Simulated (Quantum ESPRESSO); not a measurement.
# TiSi2 under changes of volume

One of the cells (14.148 Å³/atom); the others are scaled copies at fixed shape and fractional positions:

```
Ti Si
1.0
     4.37464    0.00000    0.00000
    -2.18732    3.78855    0.00000
     0.00000    0.00000    2.56101
Ti Si
1 2
Direct
  0.00000 0.00000 0.00000
  0.33333 0.66667 0.50000
  0.66667 0.33333 0.50000
```

The cell was built by a generator and needn't be a form met in nature.

```yaml
Program: Quantum ESPRESSO 7.5
Functional: PBE
Potentials_or_basis: SSSP 1.3 efficiency PBE
Cutoff: 748 eV
Density_cutoff: 5987 eV
k_mesh: 7 × 7 × 10
Occupations: fermi-dirac, width 0.05 eV
Spin: no spin polarisation
```

```tsv
volume (Å³/atom)	energy over the lowest point (meV/atom)	pressure (GPa)
13.299	22.64	9.3
13.582	?	?
13.865	1.98	2.7
14.148	0.00	-0.2
14.431	2.82	-2.7
14.714	9.84	-4.9
14.997	20.50	-6.8
```

Task: What does the run at 13.582 Å³/atom give?

Result: Energy over the lowest point 9.34 meV/atom; pressure 5.8 GPa.

Worked out: A Birch-Murnaghan fit of order 3 (a polynomial in V^(-2/3)) to the other rows has its minimum at 14.12 Å³/atom with B0 = V·E''(V) = 136 GPa and B' = 5.2 at fixed shape and positions, which overstates the stiffness. It gives 9.27 meV/atom at 13.582 Å³/atom, against the run's 9.34, and -dE/dV = 5.8 GPa, against 5.8.

Energies are extrapolated to zero smearing.
